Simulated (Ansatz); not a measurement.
One crystal and one scan (generalised stacking-fault energy along a line) at two levels, r2SCAN (plane waves to 500 eV, PAW, scalar-relativistic; Ansatz, a quantum-chemistry and plane-wave program) and PBE (plane waves to 420 eV, PAW, scalar-relativistic; Ansatz), each from its own relaxed cell and on its own mesh. The cell shown is that of r2SCAN.

LiI (rock salt) is sheared across one {100} plane: the third cell vector gains the shift, so faults repeat every 9.0 Å. The cut lies between planes 3.01 Å apart; the cell height is held.

```xyz
6
Lattice="4.2555 0.0000 0.0000 0.0000 4.2555 0.0000 2.1278 2.1278 9.0273" Properties=species:S:1:pos:R:3 pbc="T T T"
I      1.7731     1.7731     7.5227
I      1.7731     1.7731     1.5045
I      3.9009     3.9009     4.5136
Li     3.9009     3.9009     7.5227
Li     3.9009     3.9009     1.5045
Li     1.7731     1.7731     4.5136
```

In-plane vectors a = (4.256, 0.000) Å, b = (0.000, 4.256) Å, area 18.11 Å². The shift is s times the vector a (length 4.256 Å), so s = 1 restores the start. Atoms relax along the normal only. γ = [E(shift) − E(0)] / area.

E is the zero-smearing estimate. LiI was relaxed with its symmetry unable to fall. Spin-orbit coupling is left out, though I is heavy. Faults lie only 9.0 Å apart, and holding the cell height raises γ above its relaxed value. Percentages come from the unrounded values. Both scans cover s from 0.000 to 0.917.

Results of r2SCAN:

```
Property                                                                              Result
------------------------------------------------------------------  ------------------------
Highest computed γ on the line (mJ/m²)                                                   344
Steepest slope dγ/d(shift) before the first maximum (spline) (GPa)                       2.6
Position of the highest point                                                      s = 0.500
Local minima between the ends                                       no computed point is one
```

Q: What does PBE give for the same quantities?

A: 
```tsv
quantity	PBE	r2SCAN − PBE
Highest computed γ on the line (mJ/m²)	310	+34 (+11 %)
Steepest slope dγ/d(shift) before the first maximum (spline) (GPa)	2.4	+0.2 (+10 %)
```

r2SCAN gives the higher value for: highest computed γ on the line. Both give the same position of the highest point: s = 0.500.

(The slope of γ gives the shear force per area between the displaced halves; near zero shift its curvature is an elastic stiffness.)
